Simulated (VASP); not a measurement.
Crystal: SnSe.

```xyz
2
Lattice="3.1821 0.0000 0.0000 0.0000 3.1821 0.0000 0.0000 0.0000 3.1821" Properties=species:S:1:pos:R:3 pbc="T T T"
Sn    1.5911    1.5911    1.5911
Se    0.0000    0.0000    0.0000
```

Measurements of this composition are mostly on another form, of space group No. 62.

| Item | Value |
| --- | --- |
| Program | VASP 6.6.1 |
| Task | relaxation of cell and atoms |
| Functional | PBE |
| Potentials or basis | VASP PAW PBE potentials, release 64 (Sn_d, Se) |
| Cutoff | 600 eV |
| k mesh | 8 × 8 × 8 |
| Occupations | gaussian, width 0.03 eV |
| Spin | no spin polarisation |

At the start: pressure 58.1 GPa; volume 16.11 Å³/atom.

Question: How do energy, volume and symmetry change on relaxing?

Answer: Over 5 steps the energy falls by 1057.9 meV/atom and the volume is 25.03 Å³/atom (+55.4 %); space group Pm-3m (No. 221, to 0.05 Å).

The path:
| step | energy change (eV) | largest force (eV/Å) | pressure (GPa) | volume (Å³) |
| --- | --- | --- | --- | --- |
| 1 | 0.0000 | 0.0000 | 58.14 | 32.22 |
| 2 | -1.5232 | 0.0000 | -8.13 | 67.90 |
| 3 | -2.1142 | 0.0000 | 0.74 | 49.44 |
| 4 | -2.1152 | 0.0000 | -0.41 | 50.48 |
| 5 | -2.1157 | 0.0000 | 0.01 | 50.06 |

Final structure:
```
CELL_PARAMETERS angstrom
3.68557 0.00000 0.00000
0.00000 3.68557 0.00000
0.00000 0.00000 3.68557
ATOMIC_POSITIONS crystal
Sn 0.50000 0.50000 0.50000
Se 0.00000 0.00000 0.00000
```

Caveat: the volume moved by over 15 % at a fixed basis, so the end points are rough.
